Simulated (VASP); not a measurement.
Write the native input for VASP 6.6.1 that does the following.

* Task: single point
* Functional: PBE
* Potentials or basis: VASP PAW PBE potentials, release 64 (Gd, N)
* Cutoff: 520 eV
* k mesh: 8 × 8 × 6
* Occupations: fermi-dirac, width 0.05 eV
* Spin: collinear spin, antiferromagnetic start
* Starting moments: [7.0, -7.0, 0.0, 0.0] μB
* Hubbard terms: Gd f U = 8 eV
* Further INCAR settings: ALGO = Normal; EDIFF = 1e-06

The structure of GdN lies in POSCAR:

```
GdN
1.0
    2.5600000000     -2.5600000000      0.0000000000
    2.5600000000      2.5600000000      0.0000000000
    0.0000000000      0.0000000000      5.1200000000
Gd N
2 2
Direct
    0.0000000000      0.0000000000      0.0000000000
    0.5000000000      0.5000000000      0.5000000000
    0.5000000000      0.5000000000      0.0000000000
    0.0000000000      0.0000000000      0.5000000000
```

The cell comes from a database or a generator and needn't be the stable form of this composition.

One way to write it, as run:

INCAR

```
ALGO     = Normal         # electronic algorithm
EDIFF    = 1E-6           # SCF threshold, eV
ENCUT    = 520            # plane-wave cutoff, eV
GGA      = PE             # functional
ISIF     = 2              # what is computed and relaxed
ISMEAR   = -1             # smearing method
ISPIN    = 2              # spin polarisation
LASPH    = True           # aspherical terms in the spheres
LCHARG   = False          # write CHGCAR
LDAU     = True           # DFT+U
LDAUJ    = 0 0          
LDAUL    = 3 -1           # shell
LDAUPRINT= 1            
LDAUTYPE = 2            
LDAUU    = 8 0            # U, eV
LMAXMIX  = 6              # l up to which the mixer works
LORBIT   = 11             # projections on sites
LREAL    = False          # projectors in reciprocal space
LWAVE    = False          # write WAVECAR
MAGMOM   = 7 -7 0 0       # initial moments
NELM     = 100            # most SCF steps
PREC     = Accurate       # precision mode
SIGMA    = 0.05           # smearing width, eV
```

KPOINTS

```
k-points
0
Gamma
  8 8 6
```

Potentials or basis: VASP PAW PBE potentials, release 64 (Gd, N).

Command:

```bash
$ cat potpaw_PBE.64/Gd/POTCAR potpaw_PBE.64/N/POTCAR > POTCAR
$ mpirun -np 1 vasp_std > vasp.out
```

Results of the run:

```yaml
Pressure: -8.4 GPa
Band_gap_on_the_k_mesh: 0.16 eV
Net_moment: 0.00 μB per cell
Site_moments: Gd +6.87, -6.87; N -0.04, +0.04 μB
Valence_electrons_inside_the_program's_atomic_spheres: Gd 15.15; N 3.60
```

Caveat: spin-orbit coupling is left out, which moves the levels of the heavy elements.

It took 31 min on 1 thread of AMD EPYC 7R43 64-Core Processor (Zen 3), on a shared host, peak memory 0.3 GiB.
